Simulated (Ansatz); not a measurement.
Electric field gradients in SiGe

Computed with DFT PBE, scalar-relativistic, plane waves, PAW (Ansatz). Settings: 420 eV plane-wave cutoff, Γ-centred 12×12×6 mesh, fixed occupations. No spin polarisation.

Equilibrium structure at this level:
```
CELL_PARAMETERS angstrom
3.94299 0.00000 0.00000
-1.97150 3.41473 0.00000
0.00000 0.00000 6.51208
ATOMIC_POSITIONS crystal
Si 0.66667 0.33333 0.87460
Si 0.33333 0.66667 0.37460
Ge 0.66667 0.33333 0.50040
Ge 0.33333 0.66667 0.00040
```

Problem. Give V_zz (10²¹ V/m²) and the asymmetry η at each distinct site.

Solution.
| atom | V_zz | η |
| --- | --- | --- |
| Si (atom 1) | 0.353 | 0.00 |
| Ge (atom 3) | 0.943 | 0.00 |

Whether SiGe exists in this form wasn't checked.

Cost: 1 run of about 0.2 core-minutes, on AMD EPYC 9R45 (Zen 5) (shared hosts).